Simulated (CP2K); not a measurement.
Runs of CP2K 2026.2 on TiAl3. Symmetry: I4/mmm, No. 139, tetragonal system. The conventional cell has a = 3.822 Å, b = 3.822 Å, c = 8.561 Å, α = 90.00°, β = 90.00°, γ = 90.00°. Ti (site symmetry 4/mmm) is surrounded by 12 Al at 2.70 to 2.87 Å. Around Al (site symmetry -4m2) lie 8 Al at 2.70 to 2.87 Å and 4 Ti at 2.87 Å. Al (site symmetry 4/mmm) has 4 Ti at 2.70 Å and 8 Al at 2.87 Å as nearest neighbours. The cell comes from a database or a generator and needn't be the stable form of this composition.

| level | gap on the mesh (eV) | pressure (GPa) |
| --- | --- | --- |
| WC | none | 0.9 |
| PBEsol | none | 0.9 |
| PBE | none | 2.0 |
| PW91 | none | 2.0 |
| SCAN | none | (a) |
| OLYP | none | 0.1 |
| LDA | none | -0.1 |

Alike in all rows: task single point; potentials or basis POTENTIAL_UZH Ti GTH-PBE-q12, Al GTH-PBE-q3; TZVP-MOLOPT-PBE-GTH basis; no spin polarisation; cell as given; k mesh 10 × 10 × 10; smearing fermi-dirac 0.05 eV.

Q: Estimate the missing entries.

A: (a) 1.3.

Caveats: the basis of atomic orbitals isn't converged, which shifts pressures, moduli and gaps; the potentials were made for another functional, which shifts forces and pressure (some runs).

A gap of «none» marks a metal or a gap under the smearing width.
